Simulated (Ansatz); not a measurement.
# PbTe: band gap under strain

Aim: follow the gap of PbTe (rocksalt) through these states: -2.0 % strain along z alone; -1.0 % strain along z alone; +1.0 % strain along z alone. The table at the end shows which levels were run.

Program: Ansatz 0.2.0. PAW datasets, plane waves. Calculated at 0 K for a non-magnetic cell.

**1. The structure to begin with**

The unstrained cell was relaxed with r2SCAN; in each strained cell the atoms were relaxed again with r2SCAN. Names of k-points are those of the unstrained zone, where strain can split equivalent points. First state: -2.0 % strain along z alone.

Space group I4/mmm (No. 139), tetragonal; conventional cell a = 4.621 Å, c = 6.405 Å, 34.20 Å³ an atom. Pb has 6 Te at 3.20–3.27 Å; Te has 6 Pb at 3.20–3.27 Å.

The structure in full:

```xyz
2
Lattice="0.0000 3.2678 3.2025 3.2678 0.0000 3.2025 3.2678 3.2678 0.0000" Properties=species:S:1:pos:R:3 pbc="T T T"
Pb    0.0000    0.0000    0.0000
Te    3.2678    3.2678    3.2025
```

From earlier runs on the unstrained cell: PBE 0.80 eV, r2SCAN 1.09 eV, HSE06 1.20 eV, r2SCAN+SOC 0.15 eV, G0W0 1.05 eV (on its mesh); a = 6.536 Å.

**2. -2.0 % strain along z alone: PBE**

File input.yaml:

```yaml
crystal:
  lattice:
    - [0.0, 3.2678368488, 3.2024801118]
    - [3.2678368488, 0.0, 3.2024801118]
    - [3.2678368488, 3.2678368488, 0.0]
  atoms:
    - { symbol: Pb, position: [0.0, 0.0, 0.0] }
    - { symbol: Te, position: [0.5, 0.5, 0.5] }
kpoints:
  mp_grid: { grid: [8, 8, 8] }
  band_path:
    path:
      - [0.0, 0.0, 0.0]
      - [0.5, 0.0, 0.5]
      - [0.625, 0.25, 0.625]
      - [0.375, 0.375, 0.75]
      - [0.5, 0.5, 0.5]
      - [0.5, 0.25, 0.75]
      - [0.0, 0.0, 0.5]
    npoints: 1
hamiltonian:
  xc: pbe
scf:
  occupations: { method: fermi_dirac, width: 0.02 }
  n_extra_bands: 4
output:
  forces: true
  stress: true
  eigenvalues: true
```

The run is started by

```bash
$ ansatz run input.yaml --threads 2 --pin off --max-ram 29491MiB --backend cpu --events-out ev --progress --plain --runs-dir out
```

Further steps of the session: -2.0 % strain along z alone: r2SCAN; -2.0 % strain along z alone: HSE06; -2.0 % strain along z alone: r2SCAN+SOC; -2.0 % strain along z alone: r2SCAN; -2.0 % strain along z alone: G0W0@PBE; -1.0 % strain along z alone: PBE; -1.0 % strain along z alone: r2SCAN; -1.0 % strain along z alone: HSE06; -1.0 % strain along z alone: r2SCAN+SOC; -1.0 % strain along z alone: r2SCAN; -1.0 % strain along z alone: G0W0@PBE; +1.0 % strain along z alone: PBE; +1.0 % strain along z alone: r2SCAN; +1.0 % strain along z alone: HSE06; +1.0 % strain along z alone: r2SCAN+SOC; +1.0 % strain along z alone: r2SCAN; +1.0 % strain along z alone: G0W0@PBE.

Q: Predict the outcome of this session.

**Answer**, as computed:

Least gap in eV (negative: overlap), with the change from the unstrained cell in brackets. G0W0 is on its own coarse mesh.

| state | volume change (%) | PBE | r2SCAN | HSE06 | G0W0 |
| --- | --- | --- | --- | --- | --- |
| -2.0 % strain along z alone | -2.0 | 0.74 (-0.06) | 1.02 (-0.07) | 1.13 (-0.07) | 0.98 (-0.07) |
| -1.0 % strain along z alone | -1.0 | 0.78 (-0.02) | 1.06 (-0.03) | 1.17 (-0.03) | 1.02 (-0.03) |
| +1.0 % strain along z alone | +1.0 | 0.81 (+0.01) | 1.10 (+0.01) | 1.22 (+0.02) | 1.07 (+0.02) |

The largest move of the HSE06 gap in the table is -0.070 eV, under -2.0 % strain along z alone. PBE and HSE06 differ by 0.40 eV on the unstrained gap, and by at most 0.01 eV on its change: PBE follows the response to strain far better than the gap itself. Spin-orbit coupling is left out of the table, though the cell holds Pb (Z = 82); in an element this heavy it can shift bands and gaps by tenths of an eV. G0W0 values are finite-basis, finite-mesh values.
